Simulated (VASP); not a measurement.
# Au (Im-3m) in VASP: a series of runs

The runs below take Au through single point, with PBE.

All numbers are computed with VASP 6.6.1; they aren't measurements. Logs are shortened: lines on timing, memory, paths and dates and some standing lists are left out, and cuts for length are marked.

**1. The structure**

Symmetry: Im-3m, No. 229, cubic system. Conventional cell: a = 3.315 Å, b = 3.315 Å, c = 3.315 Å, α = 90.00°, β = 90.00°, γ = 90.00°. Around Au (site symmetry m-3m) lie 8 Au at 2.87 Å.

This isn't the form of Au at room conditions, which is fcc.

**2. Single point, PBE**

File INCAR:

```
  ADDGRID = F
  ALGO = Normal
  EDIFF = 1E-6
  ENCUT = 900
  GGA = PE
  ISIF = 2
  ISMEAR = 1
  LASPH = T
  LCHARG = F
  LREAL = F
  LWAVE = F
  NBANDS = 12
  NELM = 100
  PREC = Accurate
  SIGMA = 0.15
```

File KPOINTS:

```
k-points
0
Gamma
  5 5 5
```

File POSCAR:

```
Au
1.0
   -1.6572690000      1.6572690000      1.6572690000
    1.6572690000     -1.6572690000      1.6572690000
    1.6572690000      1.6572690000     -1.6572690000
Au
1
Direct
    0.0000000000      0.0000000000      0.0000000000
```

Potentials or basis: VASP PAW PBE potentials, release 64 (Au).

The run is started by

```
$ cat potpaw_PBE.64/Au/POTCAR > POTCAR
$ mpirun -np 1 vasp_std > vasp.out
```

OUTCAR:

```text
EDIFF = 1E-6
   ENCUT = 900
   GGA = PE
   ISIF = 2
   ISMEAR = 1
   LASPH = T
   LREAL = F
   NELM = 100
   PREC = Accurate

 Found     10 irreducible k-points:

 Following reciprocal coordinates:
            Coordinates               Weight
  0.000000  0.000000  0.000000      1.000000
  0.200000  0.000000  0.000000     12.000000
  0.400000  0.000000  0.000000     12.000000
  0.200000  0.200000  0.000000     24.000000
  0.400000  0.200000 -0.000000     24.000000
  0.200000  0.200000  0.200000      8.000000
   k-points           NKPTS =     10   k-points in BZ     NKDIM =     10   number of bands    NBANDS=     12
   number of dos      NEDOS =    301   number of ions     NIONS =      1
   total plane-waves  NPLWV =  21952
   dimension x,y,z NGX =    28 NGY =   28 NGZ =   28
   dimension x,y,z NGXF=    56 NGYF=   56 NGZF=   56
   ions per type =               1
   NGX,Y,Z   is equivalent  to a cutoff of  16.22, 16.22, 16.22 a.u.
   NGXF,Y,Z  is equivalent  to a cutoff of  32.43, 32.43, 32.43 a.u.
 SYSTEM =  unknown system
   PREC   = accura    normal or accurate (medium, high low for compatibility)
   ISTART =      0    job   : 0-new  1-cont  2-samecut
   ICHARG =      2    charge: 1-file 2-atom 10-const
   ISPIN  =      1    spin polarized calculation?
   LNONCOLLINEAR =      F non collinear calculations
   LSORBIT =      F    spin-orbit coupling
   LASPH  =      T    aspherical Exc in radial PAW
   ENCUT  =  900.0 eV  66.15 Ry    8.13 a.u.   7.02  7.02  7.02*2*pi/ulx,y,z
   NELM   =    100;   NELMIN=  2; NELMDL= -5     # of ELM steps
   EDIFF  = 0.1E-05   stopping-criterion for ELM
   LREAL  =      F    real-space projection
   EDIFFG = 0.1E-04   stopping-criterion for IOM
   NSW    =      0    number of steps for IOM
   IBRION =     -1    ionic relax: 0-MD 1-quasi-New 2-CG
   NFREE  =      0    steps in history (QN), initial steepest desc. (CG)
   ISIF   =      2    stress and relaxation
   ISYM   =      2    0-nonsym 1-usesym 2-fastsym
   POTIM  = 0.5000    time-step for ionic-motion
   TEBEG  =    0.0;   TEEND  =   0.0 temperature during run
   PSTRESS=    0.0 pullay stress
   NELECT =      11.0000    total number of electrons
   NUPDOWN=      -1.0000    fix difference up-down
   EMIN   =  10.00;   EMAX   =-10.00  energy-range for DOS
   EFERMI =   0.00;   METHOD = LEGACY
   ISMEAR =     1;   SIGMA  =   0.15  broadening in eV -4-tet -1-fermi 0-gaus
   EFERMI_NEDOS =   21; number of points for ismear=-14 and -15
   IALGO  =     38    algorithm
   IMIX   =      4    mixing-type and parameters
     AMIX     =   0.40;   BMIX     =  1.00
     AMIX_MAG =   1.60;   BMIX_MAG =  1.00
  volume/ion in A,a.u.               =      18.21       122.87
  Fermi-wavevector in a.u.,A,eV,Ry     =   1.383968  2.615320 26.060157  1.915367
  Thomas-Fermi vector in A             =   2.508516
   LORBIT       =      0    0 simple, 1 ext, 2 COOP (PROOUT), +10 PAW based schemes
   GGA     = PE    functional components
   LHFCALC =     F    Hartree Fock is set to
   AEXX    =    0.0000 exact exchange contribution
   IVDW    =     0    specifies the selected vdW correction
   LEPSILON=     F    determine dielectric tensor
   LRPA    =     F    only Hartree local field effects (RPA)
 non-spin polarized calculation
 Methfessel and Paxton  Order N= 1 SIGMA  =   0.15
  energy-cutoff  :      900.00
  volume of cell :       18.21
 maximum number of plane-waves:      1129
   NGX = 13   NGY = 13   NGZ = 13

 number of electron      11.0000000 magnetization

 Free energy of the ion-electron system (eV)
  ---------------------------------------------------
  ext. energy  EPLUGINS =         0.00000000
  ---------------------------------------------------
  free energy    TOTEN  =        -3.19719141 eV

  energy without entropy =       -3.19028051  energy(sigma->0) =       -3.19488777

 E-fermi :   8.3348     XC(G=0): -12.3238

 val. band max:        6.9804857120   @ k =   0.2000   0.2000   0.0000
 cond. band min:       8.3689829130   @ k =  -0.4000   0.4000   0.2000
 fundamental gap:      1.3884972010
 Fermi energy:         8.3347829347

 k-point     1 :       0.0000    0.0000    0.0000
  band No.  band energies     occupation
      1      -0.7557      2.00000
      2       3.9092      2.00000
      3       3.9092      2.00000
      4       3.9092      2.00000
      5       5.6410      2.00000
      6       5.6410      2.00000
      7      24.9073      0.00000
      8      24.9073      0.00000
      9      24.9073      0.00000
     10      31.5746      0.00000
     11      31.5746      0.00000
     12      31.5746      0.00000

 k-point     2 :       0.2000    0.0000    0.0000
  band No.  band energies     occupation
      1       0.5169      2.00000
      2       3.5485      2.00000
      3       3.9568      2.00000
      4       4.8036      2.00000
      5       5.3666      2.00000
      6       5.6775      2.00000
      7      22.1211      0.00000
      8      24.0362      0.00000
      9      26.4630      0.00000
     10      27.6881      0.00000
     11      27.7544      0.00000
     12      28.9568      0.00000

 k-point     3 :       0.4000    0.0000    0.0000
  band No.  band energies     occupation
      1       1.7667      2.00000
      2       3.0174      2.00000
      3       5.4133      2.00000
      4       5.7886      2.00000
      5       6.3608      2.00000
      6       6.6333      2.00000
      7      14.0212      0.00000
      8      21.1838      0.00000
      9      22.7089      0.00000
     10      28.9390      0.00000
     11      29.2577      0.00000
     12      31.6947      0.00000

 k-point     4 :       0.2000    0.2000    0.0000
  band No.  band energies     occupation
      1       2.1612      2.00000
      2       3.4418      2.00000
      3       3.6756      2.00000
      4       5.2809      2.00000
      5       5.8372      2.00000
      6       6.9805      2.00000
      7      17.5128      0.00000
      8      19.7730      0.00000
      9      23.1569      0.00000
     10      27.2517      0.00000
     11      30.7275      0.00000
     12      32.8566      0.00000

 k-point     5 :       0.4000    0.2000   -0.0000
  band No.  band energies     occupation
      1       2.3966      2.00000
      2       3.1977      2.00000
      3       4.6728      2.00000
      4       5.5171      2.00000
      5       6.1261      2.00000
      6      10.9687     -0.00000
      7      11.4861      0.00000
      8      17.3792      0.00000
      9      21.9624      0.00000
     10      28.7648      0.00000
     11      30.0823      0.00000
     12      33.2738      0.00000

 k-point     6 :       0.2000    0.2000    0.2000
  band No.  band energies     occupation
      1       3.1942      2.00000
      2       3.1942      2.00000
      3       3.7097      2.00000
      4       5.8021      2.00000
      5       5.8021      2.00000
      6      10.3609     -0.00000
      7      13.8863      0.00000
      8      17.3706      0.00000
      9      17.3706      0.00000
     10      31.2860      0.00000
     11      33.8235      0.00000
     12      34.2686      0.00000

 [... further k-points ...]

------------------------ aborting loop because EDIFF is reached ----------------------------------------

  FORCE on cell =-STRESS in cart. coord.  units (eV):
  Direction    XX          YY          ZZ          XY          YZ          ZX
  --------------------------------------------------------------------------------------
  -------------------------------------------------------------------------------------
  Total       -0.1301534     -0.1301534     -0.1301534      0.0000000      0.0000000     -0.0000000
  in kB      -11.4532072    -11.4532072    -11.4532072      0.0000000      0.0000000     -0.0000000
  external PRESSURE =     -11.4532072 kB  Pullay stress =       0.0000000 kB

 VOLUME and BASIS-vectors are now :
 -----------------------------------------------------------------------------
  energy-cutoff  :      900.00
  volume of cell :       18.21
      direct lattice vectors                 reciprocal lattice vectors
    -1.657269000  1.657269000  1.657269000     0.000000000  0.301701172  0.301701172
     1.657269000 -1.657269000  1.657269000     0.301701172  0.000000000  0.301701172
     1.657269000  1.657269000 -1.657269000     0.301701172  0.301701172  0.000000000

 POSITION                                       TOTAL-FORCE (eV/Angst)
 -----------------------------------------------------------------------------------
      0.00000      0.00000      0.00000         0.000000      0.000000      0.000000
 -----------------------------------------------------------------------------------
    total drift:                                0.000000     -0.000000     -0.000000

  FREE ENERGIE OF THE ION-ELECTRON SYSTEM (eV)
  ---------------------------------------------------
  free  energy   TOTEN  =        -3.1971914089 eV

  energy  without entropy=       -3.1902805058  energy(sigma->0) =       -3.19488777
```

It took 5.1 s on 1 thread of Intel Xeon 6975P-C (Granite Rapids), shared host; peak memory 0.16 GiB.

The run converged, but some of its settings lie outside the range that counts as converged, so its numbers aren't taken as properties of the crystal.

Results:

```yaml
Free_energy: -3.1972 eV
Pressure: -1.1 GPa
Band_gap_on_the_k_mesh: none (metal or under the smearing width)
```

Caveat: the k mesh is coarse (spacing up to 0.54 Å⁻¹), so the values aren't converged.

**3. Single point, PBE**

Edit INCAR of step 2 so:

```diff
@@ -3,3 +3,3 @@
   EDIFF = 1E-6
-  ENCUT = 900
+  ENCUT = 460
   GGA = PE
```

File KPOINTS:

```
k-points
0
Gamma
  7 7 7
```

POSCAR is that of step 2.

Potentials or basis: VASP PAW PBE potentials, release 64 (Au).

The run is started by

```
$ cat potpaw_PBE.64/Au/POTCAR > POTCAR
$ mpirun -np 1 vasp_std > vasp.out
```

OUTCAR:

```text
EDIFF = 1E-6
   ENCUT = 460
   GGA = PE
   ISIF = 2
   ISMEAR = 1
   LASPH = T
   LREAL = F
   NELM = 100
   PREC = Accurate

 Found     20 irreducible k-points:

 Following reciprocal coordinates:
            Coordinates               Weight
  0.000000  0.000000  0.000000      1.000000
  0.142857  0.000000  0.000000     12.000000
  0.285714  0.000000  0.000000     12.000000
  0.428571  0.000000  0.000000     12.000000
  0.142857  0.142857  0.000000     24.000000
  0.285714  0.142857  0.000000     48.000000
[... 165 lines left out ...]

------------------------ aborting loop because EDIFF is reached ----------------------------------------

  FORCE on cell =-STRESS in cart. coord.  units (eV):
  Direction    XX          YY          ZZ          XY          YZ          ZX
  --------------------------------------------------------------------------------------
  -------------------------------------------------------------------------------------
  Total       -0.0849181     -0.0849181     -0.0849181      0.0000000     -0.0000000     -0.0000000
  in kB       -7.4726016     -7.4726016     -7.4726016      0.0000000     -0.0000000     -0.0000000
  external PRESSURE =      -7.4726016 kB  Pullay stress =       0.0000000 kB

 VOLUME and BASIS-vectors are now :
 -----------------------------------------------------------------------------
  energy-cutoff  :      460.00
  volume of cell :       18.21
      direct lattice vectors                 reciprocal lattice vectors
    -1.657269000  1.657269000  1.657269000     0.000000000  0.301701172  0.301701172
     1.657269000 -1.657269000  1.657269000     0.301701172  0.000000000  0.301701172
     1.657269000  1.657269000 -1.657269000     0.301701172  0.301701172  0.000000000

 POSITION                                       TOTAL-FORCE (eV/Angst)
 -----------------------------------------------------------------------------------
      0.00000      0.00000      0.00000        -0.000000     -0.000000     -0.000000
 -----------------------------------------------------------------------------------
    total drift:                                0.000000     -0.000000      0.000000

  FREE ENERGIE OF THE ION-ELECTRON SYSTEM (eV)
  ---------------------------------------------------
  free  energy   TOTEN  =        -3.2022216360 eV

  energy  without entropy=       -3.2013533463  energy(sigma->0) =       -3.20193221
```

OSZICAR:

```text
N       E                     dE             d eps       ncg     rms          rms(c)
DAV:   1     0.414216590278E+02    0.41422E+02   -0.52311E+03   528   0.728E+02
DAV:   2    -0.286625035206E+01   -0.44288E+02   -0.41663E+02   572   0.167E+02
DAV:   3    -0.345441629049E+01   -0.58817E+00   -0.58778E+00   568   0.183E+01
DAV:   4    -0.345642775603E+01   -0.20115E-02   -0.20114E-02   548   0.126E+00
DAV:   5    -0.345644330508E+01   -0.15549E-04   -0.15550E-04   556   0.104E-01    0.751E+00
DAV:   6    -0.321845980602E+01    0.23798E+00   -0.69337E-01   520   0.654E+00    0.496E+00
DAV:   7    -0.320398975992E+01    0.14470E-01   -0.48790E-02   540   0.176E+00    0.256E+00
DAV:   8    -0.320222272975E+01    0.17670E-02   -0.91351E-04   520   0.246E-01    0.209E-01
DAV:   9    -0.320221545860E+01    0.72711E-05   -0.11413E-05   524   0.263E-02    0.245E-02
DAV:  10    -0.320222168319E+01   -0.62246E-05   -0.38541E-06   532   0.190E-02    0.423E-03
DAV:  11    -0.320222163602E+01    0.47171E-07   -0.79771E-08   280   0.217E-03
   1 F= -.32022216E+01 E0= -.32019322E+01  d E =-.868290E-03
```

It took 5 s on 1 thread of Intel Xeon 6975P-C (Granite Rapids), shared host; peak memory 0.11 GiB.

The run converged, but some of its settings lie outside the range that counts as converged, so its numbers aren't taken as properties of the crystal.

What came out:

| Item | Value |
| --- | --- |
| Free energy | -3.2022 eV |
| Pressure | -0.7 GPa |
| Band gap on the k mesh | none (metal or under the smearing width) |

Caveat: the k mesh is coarse (spacing up to 0.38 Å⁻¹), so the values aren't converged.

**4. Single point, PBE**

Edit INCAR of step 3 so:

```diff
@@ -3,3 +3,3 @@
   EDIFF = 1E-6
-  ENCUT = 460
+  ENCUT = 520
   GGA = PE
```

KPOINTS is that of step 3.

POSCAR is that of step 3.

Potentials or basis: VASP PAW PBE potentials, release 64 (Au).

The run is started by

```
$ cat potpaw_PBE.64/Au/POTCAR > POTCAR
$ mpirun -np 1 vasp_std > vasp.out
```

OUTCAR:

```text
EDIFF = 1E-6
   ENCUT = 520
   GGA = PE
   ISIF = 2
   ISMEAR = 1
   LASPH = T
   LREAL = F
   NELM = 100
   PREC = Accurate

 Found     20 irreducible k-points:

 Following reciprocal coordinates:
            Coordinates               Weight
  0.000000  0.000000  0.000000      1.000000
  0.142857  0.000000  0.000000     12.000000
  0.285714  0.000000  0.000000     12.000000
  0.428571  0.000000  0.000000     12.000000
  0.142857  0.142857  0.000000     24.000000
  0.285714  0.142857  0.000000     48.000000
   k-points           NKPTS =     20   k-points in BZ     NKDIM =     20   number of bands    NBANDS=     12
   number of dos      NEDOS =    301   number of ions     NIONS =      1
   total plane-waves  NPLWV =  13824
   dimension x,y,z NGX =    24 NGY =   24 NGZ =   24
   dimension x,y,z NGXF=    48 NGYF=   48 NGZF=   48
   ions per type =               1
   NGX,Y,Z   is equivalent  to a cutoff of  13.90, 13.90, 13.90 a.u.
   NGXF,Y,Z  is equivalent  to a cutoff of  27.80, 27.80, 27.80 a.u.
 SYSTEM =  unknown system
   PREC   = accura    normal or accurate (medium, high low for compatibility)
   ISTART =      0    job   : 0-new  1-cont  2-samecut
   ICHARG =      2    charge: 1-file 2-atom 10-const
   ISPIN  =      1    spin polarized calculation?
   LNONCOLLINEAR =      F non collinear calculations
   LSORBIT =      F    spin-orbit coupling
   LASPH  =      T    aspherical Exc in radial PAW
[... 60 lines left out ...]
  band No.  band energies     occupation
      1      -0.7535      2.00000
      2       3.9152      2.00000
      3       3.9152      2.00000
      4       3.9152      2.00000
      5       5.6501      2.00000
      6       5.6501      2.00000
      7      24.9098      0.00000
      8      24.9098      0.00000
      9      24.9098      0.00000
     10      31.5762      0.00000
     11      31.5762      0.00000
     12      31.5762      0.00000
[... 61 lines left out ...]
 k-point     6 :       0.2857    0.1429    0.0000
  band No.  band energies     occupation
      1       2.1390      2.00000
      2       3.2197      2.00000
      3       4.3434      2.00000
      4       5.3947      2.00000
      5       5.8833      2.00000
      6       7.3998      2.00000
      7      15.7396      0.00000
      8      20.0274      0.00000
      9      22.5719      0.00000
     10      27.9572      0.00000
     11      30.9521      0.00000
     12      31.7487      0.00000

 [... further k-points ...]
[... 5 lines left out ...]
  --------------------------------------------------------------------------------------
  -------------------------------------------------------------------------------------
  Total       -0.0956075     -0.0956075     -0.0956075     -0.0000000     -0.0000000      0.0000000
  in kB       -8.4132475     -8.4132475     -8.4132475     -0.0000000     -0.0000000      0.0000000
  external PRESSURE =      -8.4132475 kB  Pullay stress =       0.0000000 kB

 VOLUME and BASIS-vectors are now :
 -----------------------------------------------------------------------------
  energy-cutoff  :      520.00
  volume of cell :       18.21
      direct lattice vectors                 reciprocal lattice vectors
    -1.657269000  1.657269000  1.657269000     0.000000000  0.301701172  0.301701172
     1.657269000 -1.657269000  1.657269000     0.301701172  0.000000000  0.301701172
     1.657269000  1.657269000 -1.657269000     0.301701172  0.301701172  0.000000000

 POSITION                                       TOTAL-FORCE (eV/Angst)
 -----------------------------------------------------------------------------------
      0.00000      0.00000      0.00000        -0.000000      0.000000      0.000000
 -----------------------------------------------------------------------------------
    total drift:                               -0.000000      0.000000      0.000000

  FREE ENERGIE OF THE ION-ELECTRON SYSTEM (eV)
  ---------------------------------------------------
  free  energy   TOTEN  =        -3.2020648526 eV

  energy  without entropy=       -3.2011963790  energy(sigma->0) =       -3.20177536
```

stdout:

```text
POSCAR found type information on POSCAR Au
 POSCAR found :  1 types and       1 ions
 scaLAPACK will be used
 LDA part: xc-table for (Slater+PW92), standard interpolation
 POSCAR, INCAR and KPOINTS ok, starting setup
 FFT: planning ... GRIDC
 FFT: planning ... GRID_SOFT
 FFT: planning ... GRID
 WAVECAR not read
 entering main loop
```

It took 4 s on 1 thread of Intel Xeon 6975P-C (Granite Rapids), shared host; peak memory 0.13 GiB.

The run converged, but some of its settings lie outside the range that counts as converged, so its numbers aren't taken as properties of the crystal.

What came out:

| Item | Value |
| --- | --- |
| Free energy | -3.2021 eV |
| Pressure | -0.8 GPa |
| Band gap on the k mesh | none (metal or under the smearing width) |

Caveat: the k mesh is coarse (spacing up to 0.38 Å⁻¹), so the values aren't converged.

**5. Single point, PBE**

Edit INCAR of step 4 so:

```diff
@@ -3,3 +3,3 @@
   EDIFF = 1E-6
-  ENCUT = 520
+  ENCUT = 280
   GGA = PE
```

File KPOINTS:

```
k-points
0
Gamma
  10 10 10
```

POSCAR is that of step 4.

The run is started by

```
$ cat potpaw_PBE.64/Au/POTCAR > POTCAR
$ mpirun -np 1 vasp_std > vasp.out
```

Wall time 3.6 s (1 thread of Intel Xeon 6975P-C (Granite Rapids), shared host); peak memory 0.1 GiB.

The run converged, but some of its settings lie outside the range that counts as converged, so its numbers aren't taken as properties of the crystal.

Results:

| Quantity | Value |
| --- | --- |
| Free energy | -3.1902 eV |
| Pressure | -2.0 GPa |
| Band gap on the k mesh | none (metal or under the smearing width) |

Caveat: the cutoff is under 1.25 times the usual one of these potentials, so pressure, stress and relaxed cells hold a basis-set (Pulay) error.
